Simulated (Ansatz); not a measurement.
**What a trial cell of ZnSe2 relaxes into**

Method: Ansatz, DFT r2SCAN, scalar-relativistic, plane waves, PAW. Cutoff 500 eV, Γ-centred k mesh, Gaussian smearing, no spin polarisation in the final step.

The start puts ZnSe2 on the MoSi2 (C11b) structure type (I4/mmm, No. 139), with Zn in place of Mo, Se in place of Si, at a guessed volume.

```xyz
3
Lattice="-1.8650 1.8650 4.5750 1.8650 -1.8650 4.5750 1.8650 1.8650 -4.5750" Properties=species:S:1:pos:R:3 pbc="T T T"
Zn    0.0000    0.0000    0.0000
Se    0.0000    0.0000    6.0848
Se    0.0000    0.0000    3.0653
```

Cell and atoms relax at zero pressure; the relaxation can't lower the symmetry of the start. After a coarse first stage the cell is made exact in the group found at 0.06 Å.

Energies over the elements count from the elements' standard structures at the same level, with no empirical corrections.

Task: Describe the relaxed structure.

Result: It keeps I4/mmm (No. 139). The result has the MoSi2 (C11b) structure. Conventional cell: a = 3.594 Å, c = 9.979 Å. Around Zn lie 8 Se at 2.82 Å; Se has 1 Se at 2.43 Å and 4 Zn at 2.82 Å.

```
Zn Se
1.0
    -1.79721    1.79721    4.98944
     1.79721   -1.79721    4.98944
     1.79721    1.79721   -4.98944
Zn Se
1 2
Direct
  0.00000 0.00000 0.00000
  0.62194 0.62194 0.00000
  0.37806 0.37806 0.00000
```

Task: What are its volume, energy, density and gap?

Result: The volume per atom is 21.5 Å³, the density is 5.8 g/cm³ and the energy over the elements is 0.10 eV/atom. The gap on the 18×18×18 mesh is 0 eV (a metal).

The final run used a 18×18×18 mesh on its 3-atom cell and 0.10 eV smearing. For metals, differences of a few meV/atom aren't resolved. No dispersion correction is applied, so the spacing between layers, chains or molecules is poorly fixed, and with it the volume and density. Symmetry constrained the relaxation, so the result can be a saddle point.

Cost: 3 runs of about 8.6 core-minutes in all, on Arm Neoverse V2 (shared hosts).